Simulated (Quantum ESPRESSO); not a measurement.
NaF (Villiaumite):

```
Na F
1.0
     0.00000    2.32000    2.32000
     2.32000    0.00000    2.32000
     2.32000    2.32000    0.00000
Na F
1 1
Direct
  0.00000 0.00000 0.00000
  0.50000 0.50000 0.50000
```

* Program: Quantum ESPRESSO 7.5
* Task: phonons
* Functional: AM05
* Potentials or basis: GBRV 1.5 PBE
* Cutoff: 612 eV
* Density cutoff: 4898 eV
* k mesh: 6 × 6 × 6, shifted
* Occupations: fermi-dirac, width 0.05 eV
* Spin: no spin polarisation
* Mixing beta: 0.5
* Most SCF iterations: 120
* SCF threshold: 4e-10 Ry

The cell and the atoms were relaxed first, to 12.94 Å³/atom (a = 3.320 Å, b = 3.320 Å, c = 3.320 Å, α = 60.00°, β = 60.00°, γ = 60.00°), and the response was taken there.

The first run showed a gap, so the response started from a second, tighter run with fixed occupations.

The run gives a transverse optical frequency of 225 cm⁻¹, an electronic dielectric constant of 1.87 and Born charges of ±1.02 e.

Q: What are the longitudinal frequency and the static dielectric constant?

A: The longitudinal mode lies at 390 cm⁻¹, 165 cm⁻¹ over the transverse one, and the static constant is 5.62. The two agree with the Lyddane-Sachs-Teller relation: (390/225)² = 3.00 and 5.62/1.87 = 3.01.

Caveat: the potentials were made for another functional, which shifts forces and pressure.
